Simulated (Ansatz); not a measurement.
`[SiH3]C1=CCC1` → `C1=CCC1` + `[SiH2]` at 298.15 K and 1 bar (silylene formation by 1,1-elimination).

Computed with Ansatz on PBE0-D4/def2-TZVP structures; ΔE is electronic, products minus reactants. CBS: MP2 limit from def2 TZ/QZ plus the TZ coupled-cluster correction, frozen cores. This one scheme is used for every species.

| species | CCSD(T)/CBS energy (Eh) | H − E (kJ/mol) | S (J/(mol·K)) |
| --- | --- | --- | --- |
| `[SiH3]C1=CCC1` | -446.04226 | 286.2 | 324.9 |
| `C1=CCC1` | -155.75974 | 240.2 | 261.7 |
| `[SiH2]` | -290.19011 | 40.6 | 207.5 |

H − E and S are ideal-gas, rigid-rotor, harmonic terms from PBE0-D4/def2-TZVP. 1 Eh = 2625.50 kJ/mol, R = 8.31446 J/(mol·K).

Problem. By hand: ΔE, ΔH, ΔS and ΔG.

Solution. ΔE = (-155.75974) + (-290.19011) − (-446.04226) = 0.09241 Eh = 242.6 kJ/mol. Δ(H − E) = 240.2 + 40.6 − 286.2 = -5.4, so ΔH = 237.2 kJ/mol. ΔS = 261.7 + 207.5 − 324.9 = 144.3 J/(mol·K). ΔG = 237.2 − 298.15 × (144.3)/1000 = 194.2 kJ/mol.

Problem. By hand: the equilibrium constant, and the temperature at which ΔG would vanish if ΔH and ΔS stayed fixed.

Solution. log₁₀ K = −ΔG/(RT ln 10) = -34.0. ΔG = 0 at ΔH/ΔS = 1644 K.

The number of gas molecules changes by +1, which sets the sign of ΔS. A doubt of 5 kJ/mol in ΔE shifts log₁₀ K by 0.9 here. These are equilibria of isolated gas molecules and say nothing of rates. Largest T1 diagnostic: 0.014 (customary marks: 0.02 for closed shells, 0.045 for open ones).
